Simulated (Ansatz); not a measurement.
# CoO (Fm-3m) in Ansatz: a series of runs

One crystal, CoO, is run at these levels: PBE+D3(BJ), r2SCAN+D4, rPW86-PBE+rVV10; tasks: relaxation of cell and atoms.

Program: Ansatz 0.2.0. These are calculated values, not measurements. Logs are shortened: lines on timing, memory, paths and dates and some standing lists are left out, and cuts for length are marked.

## 1. Starting point

It takes space group Fm-3m (No. 225, cubic). Conventional cell: a = 4.263 Å, b = 4.263 Å, c = 4.263 Å, α = 90.00°, β = 90.00°, γ = 90.00°. Co (site symmetry m-3m) is surrounded by 6 O at 2.13 Å. Around O (site symmetry m-3m) lie 6 Co at 2.13 Å.

## 2. Relaxation of cell and atoms, PBE+D3(BJ), collinear spin, ferromagnetic start

input.yaml

```yaml
crystal:
  lattice:
    - [0.0, 2.1315, 2.1315]
    - [2.1315, 0.0, 2.1315]
    - [2.1315, 2.1315, 0.0]
  atoms:
    - { symbol: Co, position: [0.0, 0.0, 0.0], spin: 2.0 }
    - { symbol: O, position: [0.5, 0.5, 0.5] }
hamiltonian:
  xc: pbe
  pseudopotentials: { kind: paw }
  dispersion: d3bj
magnetization:
  spin_polarized: true
kpoints:
  mp_grid: { grid: [11, 11, 11] }
scf:
  occupations: { method: fermi_dirac, width: 0.05 }
output:
  forces: true
  stress: true
relax:
  f_tol: 0.01
  max_steps: 40
  cell: { stress_tol: 0.05 }
```

Potentials or basis: Ansatz PAW.

The run is started by

```sh
ansatz run input.yaml --threads 2 --pin off --max-ram 5120MiB --backend cpu --events-out ev --progress --plain --runs-dir out
```

What it wrote:

```text
Warning: RAYON_NUM_THREADS=2 ignored (pool sized by the plan → 2); use --threads N
Engine: ansatz 0.2.0, x86_64-unknown-linux-gnu
Pseudopotentials: kind: paw
Pseudopotential: Co, paw, valence charge 17, recommended cutoff 420 eV (normal), Co.paw.azcp
Pseudopotential: O, paw, valence charge 6, recommended cutoff 420 eV (normal), O.paw.azcp
Functional definition: PBE
  parameter kappa = 0.804
  parameter beta = 0.06672455060314922
  exchange = pbe_x(kappa = kappa, mu = beta*pi^2/3)
  correlation = pbe_c(beta = beta)
Crystal: 2 atoms, lattice volume = 19.368 Å³
Basis set: ecut = 420 eV, 339 PW (Γ), exchange–correlation on 48×48×48 points (8 copies of the dense FFT grid, shifted against one another)
Bands: 17, of which v1, the nominal top of the filled ones, is band 12 counted from 1 (11 counted from 0)
Symmetry: 48 space group operations
Space group: Fm-3m (ITA 225), of the structure as read, at distance tolerance 2.7e-5 Å
Magnetic group: BNS 225.116 (UNI 1618), of the structure as read, at distance tolerance 2.7e-5 Å
k-points: 56 of 1331
Non-local potential: Co, projectors of the file, l = 0: 3, l = 1: 2, l = 2: 3, l = 3: 1
Non-local potential: O, projectors of the file, l = 0: 2, l = 1: 2, l = 2: 1
PAW form: soft (Blöchl's): semilocal exchange-correlation on the pseudo side does not see the compensation charge
PAW one-centre angular grid: Co, 590 points (default); XC on 64 Gauss nodes
PAW one-centre angular grid: O, 110 points (default); XC on 64 Gauss nodes
Initial density: superposition of atomic densities (chi_scale 0.1, normalization cell, long waves kept (reshape's long-wave potential 0.00 eV rms))
Starting moments: Σ|m| = 2 μB on 1 of 2 sites
Initial wavefunctions: pseudopotential atomic-orbital guess
Functional: x = pbe(κ = 0.804, μ = 0.2195149727645171), c = pbe(β = 0.06672455060314922)
SCF iter   1: F=—  HF=-5691.713691 eV  |F-HF|=—  |Δ(HF+E_count)|=         —  Δρ=1.19e-1 (↑1.19e-1 ↓9.62e-2)  dr2=6.08e0  dr2_m=1.87e-1  M=2.147 μB ∫|m|=2.147 μB  β_m=0.30  ethr=3.10e-3  ⟨swp⟩=5.7  Hψ=8305  notcnv=0
Mixer restart at iter 1: flushing history
preconditioner: auto → none  [metal: Δε(μ)=0.008 eV  Ē_g=13.081 eV  σ=0.050 eV  W_gap=0.04  n_scr=8 (ndim 8)  ℏωp=32.7 eV  f_vac=0.000  D(μ)=5.09/eV (n_scr^D=112)  sad-step TF]
SCF iter   2: F=—  HF=-5692.164640 eV  |F-HF|=—  |Δ(HF+E_count)|=   4.51e-1  Δρ=5.65e-2 (↑5.65e-2 ↓4.53e-2)  dr2=8.38e-1  dr2_m=2.08e-1  M=2.284 μB ∫|m|=2.285 μB  β_m=0.38  ethr=3.10e-3  ⟨swp⟩=3.0  Hψ=4803  notcnv=0  defer=26
[... 119 lines left out ...]
SCF iter   3: F=—  HF=-5692.634106 eV  |F-HF|=—  |Δ(HF+E_count)|=  7.28e-11  Δρ=9.25e-7 (↑3.13e-7 ↓9.25e-7)  dr2=7.11e-11  dr2_m=6.09e-11  M=2.916 μB ∫|m|=2.932 μB  β_m=0.80  ethr=1.00e-12  ⟨swp⟩=2.3  Hψ=2677  notcnv=0
SCF iter   4: F=—  HF=-5692.634106 eV  |F-HF|=—  |Δ(HF+E_count)|=  9.82e-11  Δρ=3.51e-7 (↑2.63e-7 ↓3.51e-7)  dr2=3.40e-11  dr2_m=4.13e-12  M=2.916 μB ∫|m|=2.932 μB  β_m=0.73  ethr=1.00e-12  ⟨swp⟩=2.3  Hψ=3048  notcnv=0
SCF iter   5: F=—  HF=-5692.634106 eV  |F-HF|=—  |Δ(HF+E_count)|=  2.00e-11  Δρ=8.88e-8 (↑8.88e-8 ↓4.86e-8)  dr2=1.24e-12  dr2_m=3.36e-13  M=2.916 μB ∫|m|=2.932 μB  β_m=0.86  ethr=1.00e-12  ⟨swp⟩=1.0  Hψ=1905  notcnv=0
SCF iter   6: F=-5692.634106 eV  HF=-5692.634106 eV  |F-HF|=2.73e-12  |Δ(HF+E_count)|=  1.82e-12  Δρ=6.49e-8 (↑3.32e-8 ↓6.49e-8)  dr2=8.94e-13  dr2_m=2.38e-13  M=2.916 μB ∫|m|=2.932 μB  ethr=1.00e-12  ⟨swp⟩=3.1  Hψ=6674  notcnv=0
WARN: dispersion: an atom stands within reach of a switch of its C6 between two reference coordination numbers of its element: through that C6 alone, e_disp changes by 0.025 eV or more while the distances to its neighbours run over a stretch of 0.05 Å that contains this geometry (sites counted from 0 in the run's list of atoms or, in a supercell that it derives, in that cell's: here a list of 2) — site 0 (Co): coordination number 5.243 (about 4.34 to 6.15 with every neighbour 0.05 Å farther or nearer), switch near 5.352 between the references 2.926 (weight 0.99) and 7.779 (weight 0.01), e_disp changing by some 0.07 eV. This is how the published method behaves, and the energy and the forces stay consistent. Where you compare this geometry's total energy with another's, compare their components.e_disp too, and, where the geometries are yours to choose, keep both on one side of the switch, which a site's coordination number tells: a relaxation that ends in reach of it can search the other side under relax.adjacent_minimum: search, except where no move that the cell, the constraints and the symmetry allow carries the atom there
SCF 10 converged in 6 iterations: F = -5692.634106 eV  dr2 = 8.94e-13
relax step  10: F+E_penalty+E_count = -5692.63410641 eV  Δ(F+E_penalty+E_count) = -1.563e-9 eV  max|allowed force component| = 5.029e-30 eV/Å  Δτ_max = 0.0000 Å  P = -0.001 GPa  Ω = 19.254 Å³  stress off target by 1.09e-3 GPa  SCF on the basis re-selected at this cell (its energy is not comparable with the rows above)  (6 SCF iters)
basis re-selected at this cell: Δ(F+E_penalty+E_count) = -1.563e-9 eV, ΔP = -0.000 GPa vs the last step (what re-selecting the basis moved, of the pressure what is left beyond the Pulay correction that the steps carried, after the strain that the cell walked since its last selection, with what the two solves' SCF thresholds leave and, on support functions, any second-order correction that the steps lacked; it is no measure of the basis error at this ecutwfc). This SCF's stress stands 1.09e-3 GPa from its target on what of the cell is left free (relax.cell.stress_tol is 5.00e-2 GPa) and its largest allowed force component is 5.03e-30 eV/Å (relax.f_tol is 1.00e-2 eV/Å): within both
SCF converged after 6 iterations
Magnetization: 2.9165 μB (12.9582 up, 10.0418 down)
Absolute magnetization: 2.9315 μB (∫|ρ↑−ρ↓|, with the PAW one-centre terms)
Spin contamination: 0.0081 ħ² per cell (⟨S²⟩ above its minimum at these occupations)
Per-site moments (μB) at R_I (Å): [(2.4832453884283177, 0.8775217166503665), (0.316166812192473, 0.8775217166503665)]
Free energy (F): -5692.634106 eV
Harris-Foulkes:  -5692.634106 eV  (|F-HF|=2.73e-12)
Internal energy: -5692.600323 eV  (E = F + TS)
E sigma→0 (E₀):  -5692.617215 eV
Entropy (-TS):   -0.033783 eV (-16.892 meV/atom)
Fermi energy:    13.965846 eV
--- Per-component energies (eV) ---
  E_band       = -303.807108
  E_kinetic    = 617.599788
  E_local      = -3428.277168  (includes V_loc(G=0)·N_el)
  E_nonlocal   = 514.250112
  E_hartree    = 1407.699389
  E_xc         = -228.652733
  E_vxc        = -293.854083  (∫ρ·V_xc dr)
  E_paw        = -1676.964361  (= ΣΔE_a)
  E_vpaw       = -528.927088  (= ΣTr[D̂ρ^β])
  E_aug_tail   = 0.002517  (compensation charges beyond the density's cutoff)
  E_ewald      = -2897.740404
  E_disp       = -0.517463  (pairwise vdW)
  E_smearing   = -0.033783  (= −TS)
  E_closure    = 0.000000  (closes the sum)
  Σ components = -5692.634106   (vs F -5692.634106, Δ=0.00e0)
--- Forces (eV/Å), atoms counted from 1 ---
  atom   1  Co    -0.00000000     0.00000000     0.00000000
  atom   2  O      0.00000000    -0.00000000     0.00000000
  max |Σ_I F_I| component: 8.87e-30 eV/Å
--- Stress (GPa, compression-positive) ---
       -0.001094      -0.000000      -0.000000
       -0.000000      -0.001094       0.000000
       -0.000000      -0.000000      -0.001094
  P = ⅓ Tr σ = -0.0011 GPa (-0.011 kbar)
--- Relaxed structure (8 steps of the walk, 6 accepted, 2 SCFs on fresh bases) ---
  F+E_penalty+E_count = -5692.63410641 eV   max|allowed force component| = 5.029e-30 eV/Å   (the final SCF, on the basis selected at the relaxed cell)
  cell:  # Å, volume = 19.2545 Å³
    - [2.113036939066125e-34, 2.127325373697858, 2.127325373697858]
    - [2.127325373697858, 3.466370557208291e-34, 2.127325373697858]
    - [2.127325373697858, 2.127325373697858, 4.141233764040385e-35]
  atoms:
    - { symbol: Co, position: [7.62393123967185e-49, -1.1904032988259553e-48, -1.8056679251854382e-48] }
    - { symbol: O, position: [0.5, 0.5, 0.5] }
```

Wall time 11 s (2 threads of Intel Xeon Platinum 8488C (Sapphire Rapids), shared host); peak memory 0.35 GiB.

Results:

- Free energy: -5692.6341 eV
- Relaxed volume: 9.63 Å³/atom
- Relaxed cell: a = 3.008 Å, b = 3.008 Å, c = 3.008 Å, α = 60.00°, β = 60.00°, γ = 60.00°
- Space group after relaxing (to 0.05 Å): Fm-3m (No. 225)
- Energy gained by relaxing: 1.5 meV/atom
- Ionic steps: 8
- Pressure after relaxing: 0.0 GPa
- Net moment: 2.92 μB per cell
- Absolute moment: 2.93 μB per cell
- Site moments: Co +2.48; O +0.32 μB

Step by step:
```
step  energy change (eV)  largest force (eV/Å)  volume (Å³)
   1              0.0000                0.0000        19.37
   2             -0.0034                0.0000        19.27
   3             -0.0035                0.0000        19.26
   4             -0.0035                0.0000        19.25
   5             -0.0035                0.0000        19.25
   6             -0.0030                0.0000        19.25
   7             -0.0030                0.0000        19.25
   8             -0.0030                0.0000        19.25
```

Final structure:
```yaml
crystal:
  lattice:
    - [0.00000, 2.12733, 2.12733]
    - [2.12733, 0.00000, 2.12733]
    - [2.12733, 2.12733, 0.00000]
  atoms:
    - { symbol: Co, position: [0.00000, 0.00000, 0.00000] }
    - { symbol: O, position: [0.50000, 0.50000, 0.50000] }
```

Caveat: the plane-wave basis is chosen anew once the cell has moved, so the energies of steps on either side of that aren't comparable; the pressure holds a Pulay correction of +0.7 GPa for the finite cutoff; a cell with one magnetic atom can't hold antiferromagnetic order, which such compounds often take.

## 3. Relaxation of cell and atoms, r2SCAN+D4, collinear spin, ferromagnetic start

Changes to input.yaml since step 2:

```diff
@@ -9,5 +9,5 @@
 hamiltonian:
-  xc: pbe
+  xc: r2scan
   pseudopotentials: { kind: paw }
-  dispersion: d3bj
+  dispersion: d4
 magnetization:
@@ -21,2 +21,6 @@
   stress: true
+  write_density: true
+  write_potential: true
+  elf: true
+  volumetric_format: npy
 relax:
```

Potentials or basis: Ansatz PAW.

The run is started by

```sh
ansatz run input.yaml --threads 2 --pin off --max-ram 5120MiB --backend cpu --events-out ev --progress --plain --runs-dir out
```

It took 13 s on 2 threads of Intel Xeon Platinum 8488C (Sapphire Rapids), shared host; peak memory 0.43 GiB.

Results (log left out):

* Free energy: -5699.5647 eV
* Relaxed volume: 9.29 Å³/atom
* Relaxed cell: a = 2.973 Å, b = 2.973 Å, c = 2.973 Å, α = 60.00°, β = 60.00°, γ = 60.00°
* Space group after relaxing (to 0.05 Å): Fm-3m (No. 225)
* Energy gained by relaxing: 10.7 meV/atom
* Ionic steps: 5
* Pressure after relaxing: 0.0 GPa
* Band gap on the k mesh: none (metal or under the smearing width)
* Net moment: 3.00 μB per cell
* Absolute moment: 3.03 μB per cell
* Site moments: Co +2.60; O +0.31 μB

Step by step:
| step | energy change (eV) | largest force (eV/Å) | volume (Å³) |
| --- | --- | --- | --- |
| 1 | 0.0000 | 0.0000 | 19.37 |
| 2 | -0.0185 | 0.0000 | 18.89 |
| 3 | -0.0226 | 0.0000 | 18.55 |
| 4 | -0.0226 | 0.0000 | 18.57 |
| 5 | -0.0214 | 0.0000 | 18.57 |

Final structure:
```yaml
crystal:
  lattice:
    - [0.00000, 2.10197, 2.10197]
    - [2.10197, 0.00000, 2.10197]
    - [2.10197, 2.10197, 0.00000]
  atoms:
    - { symbol: Co, position: [0.00000, 0.00000, 0.00000] }
    - { symbol: O, position: [0.50000, 0.50000, 0.50000] }
```

Levels at points of the mesh, in eV from the Fermi level:
Spin up:
```tsv
k point	band 11	band 12	band 13	band 14	band 15	band 16
(0.00, 0.00, 0.00)	-3.51	-3.51	-3.51	1.52	17.55	18.92
```
Spin down:
```tsv
k point	band 8	band 9	band 10	band 11	band 12	band 13
(0.00, 0.00, 0.00)	-2.81	-1.20	-1.20	-1.20	1.03	1.03
```

Caveat: the magnetic or orbital state may not be the lowest; the plane-wave basis is chosen anew once the cell has moved, so the energies of steps on either side of that aren't comparable; a cell with one magnetic atom can't hold antiferromagnetic order, which such compounds often take; semilocal functionals often make such compounds metallic where correlation or magnetic order opens a gap, which also shifts bond lengths; pairwise dispersion overbinds metals, which lowers pressure and volume; the PAW data sets come from PBE, with cores solved anew for the run's functional, which leaves a small shift of forces and pressure. With open d or f shells a metallic result of r2SCAN can be an artefact of self-interaction; +U or a hybrid may open a gap.

## 4. Relaxation of cell and atoms, rPW86-PBE+rVV10, collinear spin, ferromagnetic start

Changes to input.yaml since step 3:

```diff
@@ -9,5 +9,5 @@
 hamiltonian:
-  xc: r2scan
+  xc: { exchange: rpw86, correlation: pbe }
   pseudopotentials: { kind: paw }
-  dispersion: d4
+  dispersion: rvv10
 magnetization:
```

The run is started by

```sh
ansatz run input.yaml --threads 2 --pin off --max-ram 5120MiB --backend cpu --events-out ev --progress --plain --runs-dir out
```

Run time: 6.8 s. Hardware: 2 threads of Intel Xeon Platinum 8488C (Sapphire Rapids), shared host; peak memory 0.36 GiB.

The run converged. Its results:

| Quantity | Value |
| --- | --- |
| Free energy | -5721.2291 eV |
| Relaxed volume | 9.69 Å³/atom |
| Relaxed cell | a = 3.015 Å, b = 3.015 Å, c = 3.015 Å, α = 60.00°, β = 60.00°, γ = 60.00° |
| Space group after relaxing (to 0.05 Å) | Fm-3m (No. 225) |
| Energy gained by relaxing | 0.0 meV/atom |
| Ionic steps | 4 |
| Pressure after relaxing | 0.0 GPa |
| Band gap on the k mesh | none (metal or under the smearing width) |
| Net moment | 2.74 μB per cell |
| Absolute moment | 2.75 μB per cell |
| Site moments | Co +2.36; O +0.26 μB |

Final structure:
```
Co O
1.0
     0.00000    2.13199    2.13199
     2.13199    0.00000    2.13199
     2.13199    2.13199    0.00000
Co O
1 1
Direct
  0.00000 0.00000 0.00000
  0.50000 0.50000 0.50000
```

Levels at points of the mesh, in eV from the Fermi level:
Spin up:
```csv
k point,band 11,band 12,band 13,band 14,band 15,band 16
"(0.00, 0.00, 0.00)",-2.81,-2.81,-2.81,1.02,17.10,18.28
```
Spin down:
| k point | band 7 | band 8 | band 9 | band 10 | band 11 | band 12 | band 13 | band 14 |
| --- | --- | --- | --- | --- | --- | --- | --- | --- |
| (0.00, 0.00, 0.00) | -2.65 | -2.65 | -1.11 | -1.11 | -1.11 | 0.19 | 0.19 | 1.52 |

Caveat: the plane-wave basis is chosen anew once the cell has moved, so the energies of steps on either side of that aren't comparable; the pressure holds a Pulay correction of +0.8 GPa for the finite cutoff; a cell with one magnetic atom can't hold antiferromagnetic order, which such compounds often take; semilocal functionals often make such compounds metallic where correlation or magnetic order opens a gap, which also shifts bond lengths; pairwise dispersion overbinds metals, which lowers pressure and volume; the PAW data sets come from PBE, with cores solved anew for the run's functional, which leaves a small shift of forces and pressure.

## 5. Summary

```tsv
level	cutoff (eV)	gap on the mesh (eV)	pressure (GPa)	moment (μB)	relaxed volume (Å³/atom)
PBE+D3(BJ)	420	-	0.0	2.92	9.63
r2SCAN+D4	500	none	0.0	3.00	9.29
rPW86-PBE+rVV10	420	none	0.0	2.74	9.69
```

Alike in all rows: task relaxation of cell and atoms; potentials or basis Ansatz PAW; spin collinear, ferromagnetic start; cell relaxed; k mesh 11 × 11 × 11; smearing fermi-dirac 0.05 eV.

Caveats: the plane-wave basis is chosen anew once the cell has moved, so the energies of steps on either side of that aren't comparable; a cell with one magnetic atom can't hold antiferromagnetic order, which such compounds often take; semilocal functionals often make such compounds metallic where correlation or magnetic order opens a gap, which also shifts bond lengths (some runs); pairwise dispersion overbinds metals, which lowers pressure and volume (some runs); the PAW data sets come from PBE, with cores solved anew for the run's functional, which leaves a small shift of forces and pressure (some runs); the magnetic or orbital state may not be the lowest (some runs).

Total energies depend on the potentials used, so only differences within one code and one set of settings carry meaning.
